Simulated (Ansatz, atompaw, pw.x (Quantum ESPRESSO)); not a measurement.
# pw.x on fcc Si: one setting changed

Potential: PAW, atompaw 4.2.0.5, LDA (PW92); core [Ne], reference 3s2 3p2; waves: 3s (bound): rc 2.30 bohr; 3s channel at -0.15 Ry: rc 2.05 bohr; 3p (bound): rc 2.30 bohr; 3p channel at 0.15 Ry: rc 2.25 bohr; 3d channel at 0.2 Ry: rc 2.30 bohr; local part: troulliermartins scheme with l = 3 at 0.5 Ry, radius 1.95 bohr; core correction: smooth core density matched at 1.45 bohr; augmentation: besselshape compensation charge, radius 1.94 bohr; PAW radius 2.30 bohr; waves and projectors: custom rrkj gramschmidtortho.

The reference run (k-mesh 15³, cutoffs 40/400 Ry, Fermi–Dirac 0.01 Ry, mixing_beta 0.4, conv_thr 1e-9, no spin) gives 1.21 GPa at 13.850 Å³/atom, where all-electron LAPW gives 0.45 GPa. This run, with its own iteration cap, changes startingwfc to atomic.

```
&control
  calculation='scf', prefix='x', pseudo_dir='./', outdir='./tmp', tstress=.true., disk_io='none'
/
&system
  ibrav=0, nat=1, ntyp=1, ecutwfc=40, ecutrho=400, nbnd=9,
  occupations='smearing', smearing='fd', degauss=0.01
/
&electrons
  conv_thr=1e-09, mixing_beta=0.4, electron_maxstep=70, startingwfc='atomic'
/
ATOMIC_SPECIES
Si 1.0 Si.UPF
CELL_PARAMETERS angstrom
  0.00000000 1.90607474 1.90607474
  1.90607474 0.00000000 1.90607474
  1.90607474 1.90607474 0.00000000
ATOMIC_POSITIONS crystal
Si 0.0000 0.0000 0.0000
K_POINTS automatic
15 15 15 0 0 0
```

```bash
pw.x < Si.scf.in > Si.scf.out
```

Problem. How does the run end?

Solution. It converges in 7 iterations; the free energy moves by +0.0 meV/atom and the pressure by +0.00 GPa. The result is that of the reference run.

```
Message from routine setup:
     using ibrav=0 with symmetry is DISCOURAGED, use correct ibrav instead
     lattice parameter (alat)  =       5.0939  a.u.
     unit-cell volume          =      93.4644 (a.u.)^3
     number of electrons       =         4.00
     number of Kohn-Sham states=            9
     kinetic-energy cutoff     =      40.0000  Ry
     charge density cutoff     =     400.0000  Ry
     scf convergence threshold =      1.0E-09
     Exchange-correlation= SLA PW NOGX NOGC
     number of k points=   120  Fermi-Dirac smearing, width (Ry)=  0.0100
     negative rho (up, down):  1.481E-02 0.000E+00
     iteration #  1     ecut=    40.00 Ry     beta= 0.40
     negative rho (up, down):  1.810E-02 0.000E+00
     total energy              =     -44.61396673 Ry
     estimated scf accuracy    <       0.00450212 Ry
     iteration #  2     ecut=    40.00 Ry     beta= 0.40
     negative rho (up, down):  2.277E-02 0.000E+00
     total energy              =     -44.61317427 Ry
     estimated scf accuracy    <       0.00133130 Ry
     iteration #  3     ecut=    40.00 Ry     beta= 0.40
     negative rho (up, down):  2.280E-02 0.000E+00
     total energy              =     -44.61323998 Ry
     estimated scf accuracy    <       0.00000342 Ry
     iteration #  4     ecut=    40.00 Ry     beta= 0.40
     negative rho (up, down):  2.288E-02 0.000E+00
     total energy              =     -44.61324280 Ry
     estimated scf accuracy    <       0.00000009 Ry
     iteration #  5     ecut=    40.00 Ry     beta= 0.40
     negative rho (up, down):  2.260E-02 0.000E+00
     total energy              =     -44.61324266 Ry
     estimated scf accuracy    <       0.00000021 Ry
     iteration #  6     ecut=    40.00 Ry     beta= 0.40
     negative rho (up, down):  2.259E-02 0.000E+00
     total energy              =     -44.61324268 Ry
     estimated scf accuracy    <          3.8E-09 Ry
     iteration #  7     ecut=    40.00 Ry     beta= 0.40
     negative rho (up, down):  2.257E-02 0.000E+00
     the Fermi energy is    11.2459 ev
!    total energy              =     -44.61324268 Ry
     estimated scf accuracy    <          7.2E-10 Ry
     smearing contrib. (-TS)   =      -0.00196690 Ry
     convergence has been achieved in   7 iterations
     negative rho (up, down):  2.257E-02 0.000E+00
          total   stress  (Ry/bohr**3)                   (kbar)     P=       12.05
     Message from routine punch:
     Nothing written, as per user request (disk_io='none')
```

The run took about 6.9 s on one core of a shared host (Intel(R) Xeon(R) Platinum 8559C, 192 threads, 1488 GiB, load 82).
